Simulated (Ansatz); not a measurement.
**SnSe2 under changes of volume**

One of the cells (25.726 Å³/atom); the others are scaled copies at fixed shape and fractional positions:

```
Sn Se
1.0
     3.81100    0.00000    0.00000
    -1.90550    3.30042    0.00000
     0.00000    0.00000    6.13600
Sn Se
1 2
Direct
  0.00000 0.00000 0.00000
  0.66667 0.33333 0.75100
  0.33333 0.66667 0.24900
```

- Program: Ansatz 0.2.0
- Functional: BLYP
- Dispersion: D4
- Potentials or basis: Ansatz PAW
- Cutoff: 420 eV (not typed: the program's choice for these potentials)
- k mesh: 8 × 8 × 5
- Occupations: fermi-dirac, width 0.05 eV
- Spin: no spin polarisation

```tsv
volume (Å³/atom)	energy over the lowest point (meV/atom)	pressure (GPa)	gap on the mesh (eV)	largest force (eV/Å)
24.182	98.80	10.6	0.90	1.768
24.697	68.30	8.5	0.86	1.520
25.212	?	?	?	?
25.726	25.92	4.9	0.80	1.078
26.241	12.80	3.3	0.77	0.882
26.755	4.32	2.0	0.73	0.701
27.270	0.00	0.7	0.70	0.534
```

**Question.** What does the run at 25.212 Å³/atom give?

**Answer.** Energy over the lowest point 44.22 meV/atom; pressure 6.6 GPa; gap on the mesh 0.83 eV; largest force 1.290 eV/Å.

Worked out: A Birch-Murnaghan fit of order 3 (a polynomial in V^(-2/3)) to the other rows has its minimum at 27.61 Å³/atom, just outside them, with B0 = V·E''(V) = 58 GPa and B' = 4.7 at fixed shape and positions, which overstates the stiffness. It gives 44.21 meV/atom at 25.212 Å³/atom, against the run's 44.22, and -dE/dV = 6.6 GPa, against 6.6. A straight line through the other rows of the gap, of slope -1.64 eV per unit of ln V, gives 0.83 eV, against the run's 0.83.

Energies are extrapolated to zero smearing.

Caveats: odd divisions of the mesh miss points on the zone boundary, where band edges often lie, so the gap on the mesh can be too wide; spin-orbit coupling is left out, which moves the levels of the heavy elements; the PAW data sets come from PBE, with cores solved anew for the run's functional, which leaves a small shift of forces and pressure; forces of over 1 eV/Å show positions far from the minimum, so gaps and moduli don't describe the material at rest (some runs).

A mesh can miss the band edges.
